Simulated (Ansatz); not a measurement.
Crystal: ZnS.

```
CELL_PARAMETERS angstrom
0.00000 2.70200 2.70200
2.70200 0.00000 2.70200
2.70200 2.70200 0.00000
ATOMIC_POSITIONS crystal
Zn 0.75000 0.75000 0.75000
S 0.00000 0.00000 0.00000
```

Base run:

- Program: Ansatz 0.2.0
- Functional: PBE
- Potentials or basis: all-electron LAPW, scalar-relativistic
- Cutoff: 280 eV (chosen from the basis error)
- Basis error allowed: 0.001 eV/atom
- k mesh: 9 × 9 × 9
- Occupations: gaussian, width 0.013 eV
- Spin: no spin polarisation

Its results: band gap on the k mesh 2.11 eV, direct; pressure 1.6 GPa.

Task: The run is repeated on the same cell with these changes: functional from PBE to PBEsol; occupations from gaussian, width 0.013 eV to gaussian, width 0.1 eV. What comes out?

Result: Band gap on the k mesh 1.98 eV, direct; pressure -2.0 GPa.

